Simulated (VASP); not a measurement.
# Hf (P6_3/mmc) in VASP: a series of runs

One crystal, Hf, is run at these levels: PBEsol; tasks: relaxation of cell and atoms.

All numbers are computed with VASP 6.6.1; they aren't measurements. Logs are shortened: lines on timing, memory, paths and dates and some standing lists are left out, and cuts for length are marked.

### 1 The structure

The structure is hexagonal, space group P6_3/mmc (No. 194). The conventional cell has a = 3.197 Å, b = 3.197 Å, c = 5.058 Å, α = 90.00°, β = 90.00°, γ = 120.00°. Hf (site symmetry -6m2) is surrounded by 12 Hf at 3.13 to 3.20 Å.

### 2 Relaxation of cell and atoms, PBEsol, target pressure 50 GPa, at which the enthalpy is minimised

Input file INCAR:

```
SYSTEM = Hf
PREC = Accurate
ENCUT = 520
EDIFF = 1E-7
ISMEAR = 0
SIGMA = 0.1
LREAL = .False.
LASPH = .True.
NELM = 60
ALGO = Normal
ISIF = 3
LWAVE = .False.
LCHARG = .False.
GGA = PS
IBRION = 2
NSW = 80
EDIFFG = -0.002
PSTRESS = 500.0
```

Input file KPOINTS:

```
Automatic mesh
0
Gamma
  3 3 2
  0 0 0
```

Input file POSCAR:

```
Hf
1.0
    3.1967000000      0.0000000000      0.0000000000
   -1.5983500000      2.7684234100      0.0000000000
    0.0000000000      0.0000000000      5.0578000000
Hf
2
Direct
    0.3333333300      0.6666666700      0.2500000000
    0.6666666700      0.3333333300      0.7500000000
```

Potentials or basis: VASP PAW PBE potentials, release 64 (Hf_pv).

Run with:

```console
$ cat potpaw_PBE.64/Hf_pv/POTCAR > POTCAR
$ mpirun -np 1 vasp_std > vasp.out
```

OUTCAR:

```text
SYSTEM = Hf
   PREC = Accurate
   ENCUT = 520
   EDIFF = 1E-7
   ISMEAR = 0
   LREAL = .False.
   LASPH = .True.
   NELM = 60
   ISIF = 3
   GGA = PS
   IBRION = 2
   NSW = 80
   EDIFFG = -0.002
   PSTRESS = 500.0

 ion  position               nearest neighbor table
   1  0.333  0.667  0.250-   2 3.13   2 3.13   2 3.13   2 3.13   2 3.13   2 3.13
   2  0.667  0.333  0.750-   1 3.13   1 3.13   1 3.13   1 3.13   1 3.13   1 3.13

  LATTYP: Found a hexagonal cell.
 ALAT       =     3.1967000000
 C/A-ratio  =     1.5821941377

  Lattice vectors:

 A1 = (   3.1967000000,   0.0000000000,   0.0000000000)
 A2 = (  -1.5983500000,   2.7684234100,   0.0000000000)
 A3 = (   0.0000000000,   0.0000000000,   5.0578000000)

Analysis of symmetry for initial positions (statically):
=====================================================================
 Subroutine PRICEL returns:
 Original cell was already a primitive cell.

 Routine SETGRP: Setting up the symmetry group for a
 hexagonal supercell.

 Subroutine GETGRP returns: Found 24 space group operations
 (whereof 12 operations were pure point group operations)
 out of a pool of 24 trial point group operations.

The static configuration has the point symmetry D_3d.
 The point group associated with its full space group is D_6h.

Analysis of symmetry for dynamics (positions and initial velocities):
=====================================================================
 Subroutine PRICEL returns:
 Original cell was already a primitive cell.

 Routine SETGRP: Setting up the symmetry group for a
 hexagonal supercell.

 Subroutine GETGRP returns: Found 24 space group operations
 (whereof 12 operations were pure point group operations)
 out of a pool of 24 trial point group operations.

The dynamic configuration has the point symmetry D_3d.
 The point group associated with its full space group is D_6h.

 Subroutine INISYM returns: Found 24 space group operations
 (whereof 12 operations are pure point group operations),
 and found     1 'primitive' translations

----------------------------------------------------------------------------------------

                                     Primitive cell

  volume of cell :      44.7606

  direct lattice vectors                    reciprocal lattice vectors
     3.196700000  0.000000000  0.000000000     0.312822598  0.180608211  0.000000000
    -1.598350000  2.768423410  0.000000000     0.000000000  0.361216422  0.000000000
     0.000000000  0.000000000  5.057800000     0.000000000  0.000000000  0.197714421

  length of vectors
     3.196700000  3.196700001  5.057800000     0.361216423  0.361216422  0.197714421

  position of ions in fractional coordinates (direct lattice)
     0.333333330  0.666666670  0.250000000
     0.666666670  0.333333330  0.750000000

  ion indices of the primitive-cell ions
   primitive index   ion index
                 1           1
                 2           2

----------------------------------------------------------------------------------------

 KPOINTS: Automatic mesh

Automatic generation of k-mesh.
 Grid dimensions read from file:
 generate k-points for:    3    3    2

 Generating k-lattice:

  Cartesian coordinates                     Fractional coordinates (reciprocal lattice)
     0.104274199  0.060202737  0.000000000     0.333333333 -0.000000000  0.000000000
     0.000000000  0.120405474  0.000000000     0.000000000  0.333333333  0.000000000
     0.000000000  0.000000000  0.098857211     0.000000000  0.000000000  0.500000000

  Length of vectors
     0.120405474  0.120405474  0.098857211

  Shift w.r.t. Gamma in fractional coordinates (k-lattice)
     0.000000000  0.000000000  0.000000000

 Subroutine IBZKPT returns following result:
 ===========================================

 Found      6 irreducible k-points:

 Following reciprocal coordinates:
            Coordinates               Weight
  0.000000  0.000000  0.000000      1.000000
  0.333333  0.000000  0.000000      6.000000
  0.333333  0.333333  0.000000      2.000000
  0.000000  0.000000  0.500000      1.000000
  0.333333  0.000000  0.500000      6.000000
  0.333333  0.333333  0.500000      2.000000
   k-points           NKPTS =      6   k-points in BZ     NKDIM =      6   number of bands    NBANDS=     14
   number of dos      NEDOS =    301   number of ions     NIONS =      2
   total plane-waves  NPLWV =  23040
   dimension x,y,z NGX =    24 NGY =   24 NGZ =   40
   dimension x,y,z NGXF=    48 NGYF=   48 NGZF=   80
   ions per type =               2
   NGX,Y,Z   is equivalent  to a cutoff of  12.48, 12.48, 13.15 a.u.
   NGXF,Y,Z  is equivalent  to a cutoff of  24.96, 24.96, 26.30 a.u.
 SYSTEM =  Hf
   PREC   = accura    normal or accurate (medium, high low for compatibility)
   ISTART =      0    job   : 0-new  1-cont  2-samecut
   ICHARG =      2    charge: 1-file 2-atom 10-const
   ISPIN  =      1    spin polarized calculation?
   LNONCOLLINEAR =      F non collinear calculations
   LSORBIT =      F    spin-orbit coupling
   LASPH  =      T    aspherical Exc in radial PAW
   ENCUT  =  520.0 eV  38.22 Ry    6.18 a.u.   5.94  5.94  9.40*2*pi/ulx,y,z
   NELM   =     60;   NELMIN=  2; NELMDL= -5     # of ELM steps
   EDIFF  = 0.1E-06   stopping-criterion for ELM
   LREAL  =      F    real-space projection
   EDIFFG = -.2E-02   stopping-criterion for IOM
   NSW    =     80    number of steps for IOM
   IBRION =      2    ionic relax: 0-MD 1-quasi-New 2-CG
   NFREE  =      1    steps in history (QN), initial steepest desc. (CG)
   ISIF   =      3    stress and relaxation
   ISYM   =      2    0-nonsym 1-usesym 2-fastsym
   POTIM  = 0.5000    time-step for ionic-motion
   TEBEG  =    0.0;   TEEND  =   0.0 temperature during run
   PSTRESS=  500.0 pullay stress
   NELECT =      20.0000    total number of electrons
   NUPDOWN=      -1.0000    fix difference up-down
   EMIN   =  10.00;   EMAX   =-10.00  energy-range for DOS
   EFERMI =   0.00;   METHOD = LEGACY
   ISMEAR =     0;   SIGMA  =   0.10  broadening in eV -4-tet -1-fermi 0-gaus
   EFERMI_NEDOS =   21; number of points for ismear=-14 and -15
   IALGO  =     38    algorithm
   IMIX   =      4    mixing-type and parameters
     AMIX     =   0.40;   BMIX     =  1.00
     AMIX_MAG =   1.60;   BMIX_MAG =  1.00
  volume/ion in A,a.u.               =      22.38       151.03
  Fermi-wavevector in a.u.,A,eV,Ry     =   1.251563  2.365112 21.312311  1.566411
  Thomas-Fermi vector in A             =   2.385505
   LORBIT       =      0    0 simple, 1 ext, 2 COOP (PROOUT), +10 PAW based schemes
   GGA     = PS    functional components
   LHFCALC =     F    Hartree Fock is set to
   AEXX    =    0.0000 exact exchange contribution
   IVDW    =     0    specifies the selected vdW correction
   LEPSILON=     F    determine dielectric tensor
   LRPA    =     F    only Hartree local field effects (RPA)
 conjugate gradient relaxation of ions
 non-spin polarized calculation
 Gauss-broadening in eV      SIGMA  =   0.10
  energy-cutoff  :      520.00
  volume of cell :       44.76
 maximum number of plane-waves:      1236
 NGX is ok and might be reduce to    24
   NGX = 11   NGY = 11   NGZ = 19

--------------------------------------- Ionic step        1  -------------------------------------------

 number of electron      20.0000004 magnetization

 Free energy of the ion-electron system (eV)
  ---------------------------------------------------
  ext. energy  EPLUGINS =         0.00000000
  ---------------------------------------------------
  free energy    TOTEN  =       -21.03873185 eV

  energy without entropy =      -21.03671798  energy(sigma->0) =      -21.03772492

------------------------ aborting loop because EDIFF is reached ----------------------------------------

  FORCE on cell =-STRESS in cart. coord.  units (eV):
  Direction    XX          YY          ZZ          XY          YZ          ZX
  --------------------------------------------------------------------------------------
  -------------------------------------------------------------------------------------
  Total       -1.0363905     -1.0363905     -1.6098078      0.0000000      0.0000000      0.0000000
  in kB      -37.0969291    -37.0969292    -57.6220310      0.0000000      0.0000000      0.0000000
  external PRESSURE =    -543.9386298 kB  Pullay stress =     500.0000000 kB
[... 25 lines left out ...]
--------------------------------------- Ionic step        2  -------------------------------------------

 number of electron      20.0000000 magnetization

 E-fermi :  22.0272     XC(G=0): -19.2877

 val. band max:       22.0272092240   @ k =   0.3333   0.3333   0.0000
 cond. band min:      22.0272093651   @ k =   0.3333   0.3333   0.0000
 fundamental gap:      0.0000001411
 Fermi energy:        22.0272092948

 k-point     1 :       0.0000    0.0000    0.0000
  band No.  band energies     occupation
      1     -26.0340      2.00000
      2      -7.7870      2.00000
      3      -7.7870      2.00000
      4      -4.2751      2.00000
      5      -4.2751      2.00000
      6      -2.3907      2.00000
      7       8.6876      2.00000
      8      17.9550      2.00000
      9      17.9550      2.00000
     10      19.1034      2.00000
     11      22.4884      0.00000
     12      22.4884      0.00000
     13      22.8279      0.00000
     14      24.3586      0.00000
[... 154 lines left out ...]
  energy  without entropy=      -20.9702568533  energy(sigma->0) =      -20.97517412

  enthalpy is  TOTEN    =        -8.4926145344 eV   P V=       12.4874768440

[... ionic steps 4 to 13 ...]

--------------------------------------- Ionic step       14  -------------------------------------------

 number of electron      19.9999999 magnetization

------------------------ aborting loop because EDIFF is reached ----------------------------------------
[... 71 lines left out ...]
--------------------------------------- Ionic step       16  -------------------------------------------

 number of electron      19.9999999 magnetization

 Free energy of the ion-electron system (eV)
  ---------------------------------------------------
  ext. energy  EPLUGINS =         0.00000000
  ---------------------------------------------------
  free energy    TOTEN  =       -19.51417475 eV

  energy without entropy =      -19.50408296  energy(sigma->0) =      -19.50912886

 E-fermi :   7.2870     XC(G=0): -13.2130

 val. band max:        7.0794820534   @ k =   0.3333   0.3333   0.0000
 cond. band min:       7.3344649864   @ k =   0.3333   0.3333   0.0000
 fundamental gap:      0.2549829330
 Fermi energy:         7.2869610155

 k-point     1 :       0.0000    0.0000    0.0000
  band No.  band energies     occupation
      1     -23.4176      2.00000
      2     -21.5331      2.00000
      3     -21.1043      2.00000
      4     -21.1043      2.00000
      5     -20.9624      2.00000
      6     -20.9624      2.00000
      7      -0.6905      2.00000
      8       2.4965      2.00000
      9       6.7767      2.00000
     10       8.7227      0.00000
     11       9.1605      0.00000
     12       9.1605      0.00000
     13       9.8311      0.00000
     14       9.8311      0.00000
[... 116 lines left out ...]
  energy  without entropy=      -19.5040829632  energy(sigma->0) =      -19.50912886

  enthalpy is  TOTEN    =        -9.9105956114 eV   P V=        9.6035791399

 reached required accuracy - stopping structural energy minimisation
```

Wall time 62 s (1 thread of Intel Xeon Platinum 8488C (Sapphire Rapids), shared host); peak memory 0.17 GiB.

What came out:

- Free energy: -19.5142 eV
- Relaxed volume: 15.39 Å³/atom
- Relaxed cell: a = 2.659 Å, b = 2.659 Å, c = 5.026 Å, α = 90.00°, β = 90.00°, γ = 120.00°
- Space group after relaxing (to 0.05 Å): P6_3/mmc (No. 194)
- Energy change on relaxing (the enthalpy is what falls): +762.3 meV/atom
- Ionic steps: 16
- Pressure after relaxing: 50.0 GPa
- Band gap on the k mesh: none (metal or under the smearing width)

The path:
```csv
step,energy change (eV),largest force (eV/Å),pressure (GPa),volume (Å³)
1,0.0000,0.0000,-4.39,44.76
2,55.6388,0.0000,1972.43,11.38
3,0.0586,0.0000,9.43,40.01
4,0.3174,0.0000,20.96,37.25
5,1.3937,0.0000,52.67,32.37
6,1.2743,0.0000,49.45,32.74
7,1.3377,0.0000,47.78,31.74
8,1.6150,0.0000,49.18,30.54
9,1.4681,0.0000,48.65,30.96
10,1.5078,0.0000,49.31,30.83
11,1.4924,0.0000,49.06,30.88
12,1.6216,0.0000,52.67,30.47
13,1.5256,0.0000,50.00,30.77
14,1.5250,0.0000,49.99,30.77
15,1.5242,0.0000,49.99,30.77
16,1.5246,0.0000,49.99,30.77
```

Final structure:
```cif
data_structure
_symmetry_space_group_name_H-M 'P 1'
_symmetry_Int_Tables_number 1
_cell_length_a 2.6590
_cell_length_b 2.6590
_cell_length_c 5.0260
_cell_angle_alpha 90.000
_cell_angle_beta 90.000
_cell_angle_gamma 120.000
_cell_volume 30.77
loop_
_atom_site_label
_atom_site_type_symbol
_atom_site_fract_x
_atom_site_fract_y
_atom_site_fract_z
_atom_site_occupancy
Hf1 Hf 0.33333 0.66667 0.25000 1
Hf2 Hf 0.66667 0.33333 0.75000 1
```

Levels at points of the mesh, in eV from the Fermi level:
```tsv
k point	band 7	band 8	band 9	band 10	band 11	band 12	band 13	band 14
(0.00, 0.00, 0.00)	-7.98	-4.79	-0.51	1.44	1.87	1.87	2.54	2.54
(0.00, 0.00, 0.50)	-5.82	-5.82	-0.71	-0.71	2.01	2.01	2.01	2.01
```

Caveat: the k mesh is coarse (spacing up to 0.76 Å⁻¹), so the values aren't converged; the cell is relaxed towards a set pressure, so the enthalpy falls and the energy may rise; the volume moved by over 15 % at a fixed basis, so the end points are rough; the PAW data sets were made with another functional, which shifts forces and pressure a little.

### 3 Relaxation of cell and atoms, PBEsol, target pressure 50 GPa, at which the enthalpy is minimised

This run uses another cell than the first one, of 15.39 Å³/atom, 0.688 times its volume.

INCAR is that of step 2.

KPOINTS is that of step 2.

Input file POSCAR:

```
Hf                                      
1.0
    2.6589631763     -0.0000000000      0.0000000000
   -1.3294815881      2.3027296615     -0.0000000000
    0.0000000000     -0.0000000000      5.0259529612
  Hf            
     2
Direct
     0.3333333300000021    0.6666666699999979    0.2500000000000000
     0.6666666699999979    0.3333333300000021    0.7500000000000000
```

Potentials or basis: VASP PAW PBE potentials, release 64 (Hf_pv).

Run with:

```console
$ cat potpaw_PBE.64/Hf_pv/POTCAR > POTCAR
$ mpirun -np 1 vasp_std > vasp.out
```

It took 16 s on 1 thread of Intel Xeon Platinum 8488C (Sapphire Rapids), shared host; peak memory 0.13 GiB.

Results (log left out):

- Free energy: -19.5112 eV
- Energy change on relaxing (the enthalpy is what falls): +0.4 meV/atom
- Ionic steps: 5
- Pressure after relaxing: 50.0 GPa
- Band gap on the k mesh: none (metal or under the smearing width)

Step by step:
```tsv
step	energy change (eV)	largest force (eV/Å)	pressure (GPa)	volume (Å³)
1	0.0000	0.0000	49.97	30.77
2	0.0043	0.0000	50.08	30.76
3	0.0016	0.0000	50.01	30.77
4	0.0014	0.0000	50.01	30.77
5	0.0007	0.0000	49.99	30.77
```

Final structure:
```yaml
crystal:
  lattice:
    - [2.65888, 0.00000, 0.00000]
    - [-1.32944, 2.30266, 0.00000]
    - [0.00000, 0.00000, 5.02591]
  atoms:
    - { symbol: Hf, position: [0.33333, 0.66667, 0.25000] }
    - { symbol: Hf, position: [0.66667, 0.33333, 0.75000] }
```

Levels at points of the mesh, in eV from the Fermi level:
```
           k point  band 6  band 7  band 8  band 9  band 10  band 11  band 12  band 13  band 14
(0.00, 0.00, 0.00)  -28.25   -7.98   -4.79   -0.51     1.44     1.87     1.87     2.54     2.54
(0.00, 0.00, 0.50)  -28.32   -5.82   -5.82   -0.71    -0.71     2.01     2.01     2.01     2.01
```

Caveat: the k mesh is coarse (spacing up to 0.91 Å⁻¹), so the values aren't converged; the cell is relaxed towards a set pressure, so the enthalpy falls and the energy may rise; the PAW data sets were made with another functional, which shifts forces and pressure a little.

### 4 Relaxation of cell and atoms, PBEsol, target pressure 50 GPa, at which the enthalpy is minimised

This run uses another cell than the first one, of 15.39 Å³/atom, 0.687 times its volume.

INCAR is that of step 3.

KPOINTS is that of step 3.

Input file POSCAR:

```
Hf                                      
1.0
    2.6588788033      0.0000000000      0.0000000000
   -1.3294394016      2.3026565925     -0.0000000000
    0.0000000000      0.0000000000      5.0259052057
  Hf            
     2
Direct
     0.3333333300000021    0.6666666699999979    0.2500000000000000
     0.6666666699999979    0.3333333300000021    0.7500000000000000
```

Run with:

```console
$ cat potpaw_PBE.64/Hf_pv/POTCAR > POTCAR
$ mpirun -np 1 vasp_std > vasp.out
```

It took 13 s on 1 thread of Intel Xeon Platinum 8488C (Sapphire Rapids), shared host; peak memory 0.13 GiB.

The run converged. Its results:

- Free energy: -19.5103 eV
- Energy change on relaxing (the enthalpy is what falls): +0.4 meV/atom
- Ionic steps: 3
- Pressure after relaxing: 50.0 GPa
- Band gap on the k mesh: none (metal or under the smearing width)

The path:
```csv
step,energy change (eV),largest force (eV/Å),pressure (GPa),volume (Å³)
1,0.0000,0.0000,49.99,30.77
2,0.0018,0.0000,50.02,30.77
3,0.0009,0.0000,50.01,30.77
```

Final structure:
```
Hf
1.0
     2.65875    0.00000    0.00000
    -1.32938    2.30255    0.00000
     0.00000    0.00000    5.02593
Hf
2
Cartesian
  0.0000 1.5350 1.2565
  1.3294 0.7675 3.7694
```

Levels at points of the mesh, in eV from the Fermi level:
```csv
k point,band 8,band 9,band 10,band 11,band 12,band 13
"(0.00, 0.00, 0.00)",-4.79,-0.51,1.44,1.87,1.87,2.54
"(0.00, 0.00, 0.50)",-5.82,-0.71,-0.71,2.01,2.01,2.01
```

Caveat: the k mesh is coarse (spacing up to 0.91 Å⁻¹), so the values aren't converged; the cell is relaxed towards a set pressure, so the enthalpy falls and the energy may rise; the PAW data sets were made with another functional, which shifts forces and pressure a little.

[end of part 1 of 2]
